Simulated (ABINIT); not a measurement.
# Sb (Im-3m) in ABINIT: a series of runs

The runs below take Sb through optical spectrum, with PBEsol, LDA.

Everything below comes from runs of ABINIT 10.8.3 (patched build). Logs are shortened: lines on timing, memory, paths and dates and some standing lists are left out, and cuts for length are marked. The log counts tension as positive stress, the text compression.

## 1. The structure

It takes space group Im-3m (No. 229, cubic). Conventional cell: a = 3.743 Å, b = 3.743 Å, c = 3.743 Å, α = 90.00°, β = 90.00°, γ = 90.00°. Sb (site symmetry m-3m) has 8 Sb at 3.24 Å as nearest neighbours.

This isn't the form of Sb at room conditions, which is rhombohedral.

## 2. Optical spectrum, PBEsol

File run.abi:

```
# Datasets
ndtset 3

# Pseudopotentials
pp_dirpath "./"
pseudos "Sb.upf"

# Structure
acell 6.1250889618 6.1250889618 6.1250889618
rprim
    -0.5773502692     0.5773502692     0.5773502692
     0.5773502692    -0.5773502692     0.5773502692
     0.5773502692     0.5773502692    -0.5773502692
ntypat 1
znucl 51
natom 1
typat 1
xred
            0.0            0.0            0.0

# Plane-wave basis
ecut 36.0

# k points
ngkpt 8 8 8
nshiftk 2
shiftk
     0.2500000000     0.2500000000     0.2500000000
    -0.2500000000    -0.2500000000    -0.2500000000
istwfk *1

# Exchange and correlation
ixc -116133

# Bands and occupations
occopt 3
tsmear 0.00183747

# SCF cycle
nstep 80

# Output
iomode 3
prteig 0
prtebands 0

# Dataset 1: ground state
nband1 12
tolvrs1 1.0e-12
prtden1 1
prtwf1 0
kptopt1 1

# Dataset 2: empty bands at fixed density
iscf2 -3
getden2 1
nband2 18
nbdbuf2 4
tolwfr2 1.0e-12
nstep2 120
prtden2 0
kptopt2 1

# Dataset 3: wave functions and velocity matrix elements in the full zone
optdriver3 8
wfk_task3 "wfk_optics_fullbz"
getwfk3 2
nband3 14
kptopt3 1
prtevk3 1
inclvkb3 2
```

File optic.abi:

```
&FILES
 ddkfile_1 = 'runo_DS3_1_EVK.nc',
 ddkfile_2 = 'runo_DS3_2_EVK.nc',
 ddkfile_3 = 'runo_DS3_3_EVK.nc',
 wfkfile = 'runo_DS3_WFK.nc'
/
&PARAMETERS
 broadening = 0.007350,
 domega = 0.002,
 maxomega = 0.8,
 scissor = 0.000000,
 tolerance = 0.002
/
&COMPUTATIONS
 num_lin_comp = 1,
 lin_comp = 11,
 num_nonlin_comp = 0
/
```

Potentials or basis: PseudoDojo NC SR PBEsol v0.4.1 standard.

Command:

```sh
abinit run.abi > log 2>&1
optic optic.abi > optic.log 2>&1
```

run.abo:

```text
.Version 10.8.3 of ABINIT
 DATASET    1 : space group Im -3 m (#229); Bravais cI (body-center cubic)
================================================================================
 Values of the parameters that define the memory need for DATASET  1.
     intxc =       0    ionmov =       0      iscf =       7    lmnmax =       6
     lnmax =       6     mgfft =      36  mpssoang =       3    mqgrid =    3001
     natom =       1  nloc_mem =       1    nspden =       1   nspinor =       1
    nsppol =       1      nsym =      48    n1xccc =    2501    ntypat =       1
    occopt =       3   xclevel =       2
       mpw =        1860          nfft =       46656          nkpt =          40
================================================================================
================================================================================
[... 13 lines left out ...]
 DATASET    3 : space group Im -3 m (#229); Bravais cI (body-center cubic)
================================================================================
 Values of the parameters that define the memory need for DATASET  3.
     intxc =       0    ionmov =       0      iscf =       7    lmnmax =       6
     lnmax =       6     mgfft =      36  mpssoang =       3    mqgrid =    3001
     natom =       1  nloc_mem =       1    nspden =       1   nspinor =       1
    nsppol =       1      nsym =      48    n1xccc =    2501    ntypat =       1
    occopt =       3   xclevel =       2
       mpw =        1860          nfft =       46656          nkpt =          40
================================================================================
================================================================================

--------------------------------------------------------------------------------
------------- Echo of variables that govern the present computation ------------
--------------------------------------------------------------------------------
 -outvars: echo values of preprocessed input variables --------
            acell      6.1250889618E+00  6.1250889618E+00  6.1250889618E+00 Bohr
              amu      1.21753000E+02
             ecut      3.60000000E+01 Hartree
           getden1          0
           getden2          1
           getden3          0
           getwfk1          0
           getwfk2          0
           getwfk3          2
             iscf1          7
             iscf2         -3
             iscf3          7
              ixc     -116133
           jdtset        1    2    3
         kptrlatt        8    0    8      0    8    8     -8   -8    0
          kptrlen      5.65811482E+01
            natom           1
            nband1         12
            nband2         18
            nband3         14
           nbdbuf1          0
           nbdbuf2          4
           nbdbuf3          0
           ndtset           3
            ngfft          36      36      36
             nkpt          40
            nstep1         80
[... 259 lines left out ...]

 ----iterations are completed or convergence reached----

 Mean square residual over all n,k,spin=   46.548E-14; max=  99.119E-14
 reduced coordinates (array xred) for    1 atoms
       0.000000000000      0.000000000000      0.000000000000

 cartesian coordinates (angstrom) at end:
    1      0.00000000000000     0.00000000000000     0.00000000000000
 length scales=  6.125088961800  6.125088961800  6.125088961800 bohr
              =  3.241257491139  3.241257491139  3.241257491139 angstroms
 Eigenvalues (hartree) for nkpt=  40  k points:
 kpt#   1, nband= 18, wtk=  0.00781, kpt= -0.0312 -0.0312  0.0938 (reduced coord)
  -0.76593   -0.76593   -0.76561   -0.76312   -0.76312   -0.16924    0.47772    0.50599
   0.50599    0.68675    0.68675    0.74558    0.75594    0.76076    0.76076    0.81038
   0.85000    0.85000
      occupation numbers for kpt#   1
   2.00000    2.00000    2.00000    2.00000    2.00000    2.00000    0.00000    0.00000
   0.00000    0.00000    0.00000    0.00000    0.00000    0.00000    0.00000    0.00000
   0.00000    0.00000
 prteigrs : prtvol=0 or 1, do not print more k-points.

--- !EnergyTerms
iteration_state     : {dtset: 2, }
comment             : Components of total free energy in Hartree
kinetic             :  5.32011651526941E+01
hartree             :  1.93629879480028E+01
xc                  : -2.25160796865346E+01
Ewald energy        : -5.78869501622571E+01
psp_core            :  2.23492112630236E+00
local_psp           : -6.59893750380772E+01
non_local_psp       : -1.91815588112158E+01
internal            : -9.07748894710855E+01
'-kT*entropy'       : -3.59775968313336E-04
total_energy        : -9.07752492470538E+01
...

--- !EnergyTermsDC
iteration_state     : {dtset: 2, }
comment             : '"Double-counting" decomposition of free energy'
band_energy         : -7.08809907438233E+00
Ewald energy        : -5.78869501622571E+01
psp_core            :  2.23492112630236E+00
xc_dc               : -2.80347614507527E+01
internal            : -9.07748895610898E+01
'-kT*entropy'       : -3.59775968313336E-04
total_energy_dc     : -9.07752493370581E+01
...

================================================================================
== DATASET  3 ==================================================================

--- !DatasetInfo
iteration_state: {dtset: 3, }
dimensions: {natom: 1, nkpt: 40, mband: 14, nsppol: 1, nspinor: 1, nspden: 1, mpw: 1860, }
cutoff_energies: {ecut:  36.0, pawecutdg:  -1.0, }
electrons: {nelect:   1.50000000E+01, charge:   0.00000000E+00, occopt:   3.00000000E+00, tsmear:   1.83747000E-03, }
meta: {optdriver: 8, wfk_task: 7, }
...

 mkfilename : getwfk/=0, take file _WFK from output of DATASET   2.

--------------------------------------------------------------------------------

 Computation of velocity matrix elements (DDK)

 Parameters extracted from the Abinit header:
    ecut:     36.0
    nkpt:    1024
    mband:   18
    nsppol:  1
    nspinor: 1
    useylm:  0
    inclvkb: 2
    bmin: 1, bmax: 18
    Computing diagonal and off-diagonal matrix elements
    Between band index bmin: 1, bmax: 18

== END DATASET(S) ==============================================================
================================================================================

 -outvars: echo values of variables after computation  --------
            acell      6.1250889618E+00  6.1250889618E+00  6.1250889618E+00 Bohr
           etotal1    -9.0775249337E+01
           etotal2    -9.0775249337E+01
           etotal3     0.0000000000E+00
            fcart1    -0.0000000000E+00 -0.0000000000E+00 -0.0000000000E+00
            fcart3     0.0000000000E+00  0.0000000000E+00  0.0000000000E+00
            rprim     -5.7735026920E-01  5.7735026920E-01  5.7735026920E-01
                       5.7735026920E-01 -5.7735026920E-01  5.7735026920E-01
                       5.7735026920E-01  5.7735026920E-01 -5.7735026920E-01
           strten1     6.8135527516E-05  6.8135527516E-05  6.8135527516E-05
                       0.0000000000E+00  0.0000000000E+00  0.0000000000E+00
           strten3     0.0000000000E+00  0.0000000000E+00  0.0000000000E+00
                       0.0000000000E+00  0.0000000000E+00  0.0000000000E+00
 Calculation completed.
```

Wall time 59 s (1 thread of Intel Xeon 6975P-C (Granite Rapids), shared host); peak memory 0.63 GiB.

What came out:

| Quantity | Value |
| --- | --- |
| Free energy | -2470.1204 eV |
| Pressure | -2.0 GPa |

Dielectric function (mean over the directions given):
```csv
energy (eV),real part,imaginary part
0.33,15.56,9.41
0.98,26.37,9.20
1.63,1.96,18.41
2.29,2.98,17.71
2.94,-6.18,15.96
3.70,-3.43,2.62
4.35,-1.38,4.95
5.01,-1.01,2.71
5.66,-1.77,4.30
6.31,-1.30,1.40
7.08,-1.59,1.90
7.73,-0.64,0.73
8.38,-0.29,0.72
9.03,0.37,0.82
9.69,-0.17,1.22
10.45,0.04,0.60
11.10,0.05,0.52
11.76,0.15,0.70
12.41,0.19,0.58
13.06,0.18,0.30
13.82,0.45,0.32
14.48,0.42,0.32
15.13,0.40,0.26
15.78,0.48,0.24
16.44,0.58,0.14
17.20,0.62,0.19
17.85,0.62,0.13
18.50,0.69,0.10
19.16,0.76,0.09
19.92,0.74,0.10
```

Caveat: the intraband (Drude) term is left out; spectra need much finer meshes, so this one isn't converged; independent-particle spectra lack excitons. Spin-orbit coupling is left out, which matters for the levels of Sb.

## 3. Optical spectrum, LDA

Edit run.abi of step 2 so:

```diff
@@ -8,3 +8,3 @@
 # Structure
-acell 6.1250889618 6.1250889618 6.1250889618
+acell 3.2412574934 3.2412574934 3.2412574934 Angstrom
 rprim
@@ -21,3 +21,3 @@
 # Plane-wave basis
-ecut 36.0
+ecut 40.0
 
@@ -32,3 +32,3 @@
 # Exchange and correlation
-ixc -116133
+ixc 7
 
@@ -36,3 +36,3 @@
 occopt 3
-tsmear 0.00183747
+tsmear 0.05 eV
 
@@ -56,3 +56,3 @@
 getden2 1
-nband2 18
+nband2 24
 nbdbuf2 4
@@ -67,3 +67,3 @@
 getwfk3 2
-nband3 14
+nband3 20
 kptopt3 1
```

Edit optic.abi of step 2 so:

```diff
@@ -7,3 +7,3 @@
 &PARAMETERS
- broadening = 0.007350,
+ broadening = 0.003675,
  domega = 0.002,
```

Potentials or basis: PseudoDojo NC SR LDA v0.4.1 standard.

Command:

```sh
abinit run.abi > log 2>&1
optic optic.abi > optic.log 2>&1
```

run.abo:

```text
.Version 10.8.3 of ABINIT
 DATASET    1 : space group Im -3 m (#229); Bravais cI (body-center cubic)
================================================================================
 Values of the parameters that define the memory need for DATASET  1.
     intxc =       0    ionmov =       0      iscf =       7    lmnmax =       6
     lnmax =       6     mgfft =      36  mpssoang =       3    mqgrid =    3001
     natom =       1  nloc_mem =       1    nspden =       1   nspinor =       1
    nsppol =       1      nsym =      48    n1xccc =    2501    ntypat =       1
    occopt =       3   xclevel =       1
       mpw =        2160          nfft =       46656          nkpt =          40
================================================================================
================================================================================
[... 13 lines left out ...]
 DATASET    3 : space group Im -3 m (#229); Bravais cI (body-center cubic)
================================================================================
 Values of the parameters that define the memory need for DATASET  3.
     intxc =       0    ionmov =       0      iscf =       7    lmnmax =       6
     lnmax =       6     mgfft =      36  mpssoang =       3    mqgrid =    3001
     natom =       1  nloc_mem =       1    nspden =       1   nspinor =       1
    nsppol =       1      nsym =      48    n1xccc =    2501    ntypat =       1
    occopt =       3   xclevel =       1
       mpw =        2160          nfft =       46656          nkpt =          40
================================================================================
================================================================================

--------------------------------------------------------------------------------
------------- Echo of variables that govern the present computation ------------
[... 355 lines left out ...]
...

 mkfilename : getwfk/=0, take file _WFK from output of DATASET   2.

 Exchange-correlation functional for the present dataset will be:
  LDA: Perdew-Wang 92 LSD fit to Ceperley-Alder data - ixc=7
  J.P.Perdew and Y.Wang, PRB 45, 13244 (1992)

--------------------------------------------------------------------------------

 Computation of velocity matrix elements (DDK)

 Parameters extracted from the Abinit header:
    ecut:     40.0
    nkpt:    1024
    mband:   24
    nsppol:  1
    nspinor: 1
    useylm:  0
    inclvkb: 2
    bmin: 1, bmax: 24
    Computing diagonal and off-diagonal matrix elements
    Between band index bmin: 1, bmax: 24

== END DATASET(S) ==============================================================
================================================================================

 -outvars: echo values of variables after computation  --------
            acell      6.1250889661E+00  6.1250889661E+00  6.1250889661E+00 Bohr
           etotal1    -9.0731119464E+01
           etotal2    -9.0731119464E+01
           etotal3     0.0000000000E+00
            fcart1    -0.0000000000E+00 -0.0000000000E+00 -0.0000000000E+00
            fcart3     0.0000000000E+00  0.0000000000E+00  0.0000000000E+00
            rprim     -5.7735026920E-01  5.7735026920E-01  5.7735026920E-01
                       5.7735026920E-01 -5.7735026920E-01  5.7735026920E-01
                       5.7735026920E-01  5.7735026920E-01 -5.7735026920E-01
           strten1     5.4845669852E-05  5.4845669852E-05  5.4845669852E-05
                       0.0000000000E+00  0.0000000000E+00  0.0000000000E+00
           strten3     0.0000000000E+00  0.0000000000E+00  0.0000000000E+00
                       0.0000000000E+00  0.0000000000E+00  0.0000000000E+00
 Calculation completed.
```

Wall time 1.7 min (1 thread of Arm Neoverse V1, shared host); peak memory 0.94 GiB.

Results:

| Property | Result |
| --- | --- |
| Free energy | -2468.9195 eV |
| Pressure | -1.6 GPa |

Dielectric function (mean over the directions given):
```csv
energy (eV),real part,imaginary part
0.33,16.59,2.17
0.98,28.47,4.60
1.63,-1.18,16.82
2.29,1.99,21.95
2.94,-8.55,19.43
3.70,-3.75,1.51
4.35,0.18,4.62
5.01,-1.20,3.07
5.66,-0.04,4.98
6.31,-1.59,0.86
7.08,-1.61,2.82
7.73,-0.77,0.52
8.38,-0.25,0.68
9.03,0.59,0.74
9.69,0.00,1.28
10.45,0.02,0.52
11.10,-0.03,0.43
11.76,0.10,0.88
12.41,0.27,0.66
13.06,0.14,0.25
13.82,0.52,0.32
14.48,0.45,0.31
15.13,0.44,0.28
15.78,0.53,0.32
16.44,0.64,0.11
17.20,0.68,0.21
17.85,0.66,0.14
18.50,0.72,0.10
19.16,0.80,0.07
19.92,0.76,0.09
```

Caveat: the intraband (Drude) term is left out; spectra need much finer meshes, so this one isn't converged; independent-particle spectra lack excitons.
